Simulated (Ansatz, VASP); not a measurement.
## Ga in VASP and in Ansatz

File INCAR:

```
PREC = Accurate
ENCUT = 520
EDIFF = 1E-6
ISMEAR = -1
SIGMA = 0.1
LREAL = F
LASPH = T
NELM = 60
ALGO = Normal
ISIF = 2
LWAVE = F
LCHARG = T
GGA = RE
LELF = T
LVHAR = T
NBANDS = 12
```

The input KPOINTS:

```
regular mesh
0
Gamma
  15 15 15
```

POSCAR

```
Ga
1.0
   -1.7236490261      1.7236490261      1.7236490261
    1.7236490261     -1.7236490261      1.7236490261
    1.7236490261      1.7236490261     -1.7236490261
Ga
1
Direct
    0.0000000000      0.0000000000      0.0000000000
```

Input for Ansatz:

```yaml
crystal:
  lattice:
    - [-1.7236490261, 1.7236490261, 1.7236490261]
    - [1.7236490261, -1.7236490261, 1.7236490261]
    - [1.7236490261, 1.7236490261, -1.7236490261]
  atoms:
    - { symbol: Ga, position: [0.0, 0.0, 0.0] }
hamiltonian:
  xc: revpbe
  pseudopotentials:
    kind: paw
    azcp:
      Ga: "pseudopotentials/Ga.paw.azcp"
basis:
  ecutwfc: 420
  fft_grid_basis: typed
kpoints:
  mp_grid: { grid: [15, 15, 15], shift: [0, 0, 0] }
magnetization:
  spin_polarized: false
scf:
  occupations: { method: fermi_dirac, width: 0.1 }
  lower_state_search: "off"
output:
  stress: true
```

Alike in both runs: task single point; functional revPBE; k mesh 15 × 15 × 15; occupations fermi-dirac, width 0.1 eV; no spin polarisation.

|  | VASP | Ansatz |
| --- | --- | --- |
| version | VASP 6.6.1 | Ansatz 0.2.0 |
| potentials or method | VASP PAW PBE potentials, release 64 (Ga_d) | plane waves (420 eV) with PAW, scalar-relativistic |
| plane-wave cutoff (eV) | 520 | 420 |
| valence electrons in the cell | 13 | 13 |

```tsv
	VASP	Ansatz	Ansatz less VASP
pressure (GPa)	-1.5	-1.5	-0.05
```

Caveats: the PAW data sets were made with another functional, which shifts forces and pressure a little (VASP).
